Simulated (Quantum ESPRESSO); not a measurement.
**MnO under changes of volume**

One of the cells (10.971 Å³/atom); the others are scaled copies at fixed shape and fractional positions:

```
CELL_PARAMETERS angstrom
0.00000 2.22200 2.22200
2.22200 0.00000 2.22200
2.22200 2.22200 0.00000
ATOMIC_POSITIONS crystal
Mn 0.00000 0.00000 0.00000
O 0.50000 0.50000 0.50000
```

- Program: Quantum ESPRESSO 7.5
- Functional: PBE
- Potentials or basis: SSSP 1.3 efficiency PBE
- Cutoff: 884 eV
- Density cutoff: 10612 eV
- k mesh: 10 × 10 × 10
- Occupations: fermi-dirac, width 0.05 eV
- Spin: collinear spin, ferromagnetic start
- Starting moments: [4.0, 0.0] μB

```tsv
volume (Å³/atom)	energy over the lowest point (meV/atom)	pressure (GPa)	moment (μB per cell)
10.312	?	?	?
10.532	9.16	4.6	4.66
10.751	3.23	2.8	4.75
10.971	0.00	0.3	4.80
11.190	0.97	-2.3	4.82
11.409	5.22	-4.4	4.85
11.629	11.68	-6.0	4.90
```

**Question.** What does the run at 10.312 Å³/atom give?

**Answer.** Energy over the lowest point 17.43 meV/atom; pressure 7.0 GPa; moment 4.59 μB per cell.

Worked out: A Birch-Murnaghan fit of order 3 (a polynomial in V^(-2/3)) to the other rows has its minimum at 11.03 Å³/atom with B0 = V·E''(V) = 122 GPa and B' = 3.3. It gives 19.67 meV/atom at 10.312 Å³/atom, against the run's 17.43, and -dE/dV = 9.2 GPa, against 7.0. A parabola through the other rows of the moment, of slope 0.358 μB per Å³/atom there, extrapolates to 4.60 μB, against the run's 4.59.

Energies are extrapolated to zero smearing.

Caveats: a cell with one magnetic atom can't hold antiferromagnetic order, which such compounds often take.
